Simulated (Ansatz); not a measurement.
## H started in the widest void in wurtzite CdS, 97 atoms, charge +1

All numbers come from Ansatz (PAW, plane waves, no spin–orbit coupling) at the single k point (¼, ¼, ¼) without its symmetry partners. The atoms were relaxed with PBEsol in a fixed cell; other functionals are single points on those atoms unless said otherwise. The valence top and gap of the host come from its small cell on a dense mesh, with the band extrema sought between the mesh points, lined up by the mean potential, PBEsol gap 1.09 eV, HSE06 gap 2.26 eV. The charge correction uses an assumed dielectric constant of 9.0.

Cell: a = 12.371 Å, b = 14.284 Å, c = 13.421 Å, α = 90.00°, β = 90.00°, γ = 90.00°.

Nearest atoms after relaxation, from the placed atom (for vacancies from the middle of the vacant sites): S at 1.37 Å, Cd at 2.71 Å, Cd at 2.74 Å, Cd at 2.80 Å, S at 2.84 Å, S at 2.84 Å, Cd at 3.37 Å, Cd at 3.43 Å.

Chemical potentials μ are those of reference phases of the elements at zero temperature by the same functional (the usual solids, diamond for C, grey Sn, and the molecules H2, N2, O2, F2, Cl2, Br2 and S8).

| functional | E(defect) − E(host) − Σ nμ + q·E_VBM (eV) | monopole (eV) | alignment (eV) | formation energy at E_F = VBM (eV) | moment (μB) | wall time, shared host |
| --- | --- | --- | --- | --- | --- | --- |
| PBEsol | -0.22 | 0.17 | -0.05 | -0.10 | 0 (no spin) | 33 s on NVIDIA GB300 (relaxation) |
| HSE06 | -0.60 | 0.17 | -0.04 | -0.47 | 0 (no spin) | 2.5 min on NVIDIA GB300 |

HSE06 one-electron levels near the gap (the ten most localised at most), from the host's valence top, not corrected for the charge's images:

```csv
level (eV),spin,filling,atoms sharing it,element of the atom with most weight
-0.13,both,2.00,60.6,spread
-0.05,both,2.00,62.5,spread
```

All elements are taken at their own reference at once; growth conditions in equilibrium with the host shift these energies, by up to the host's formation enthalpy.

One k point and a cell of this size can leave errors of several tenths of an eV in such numbers.
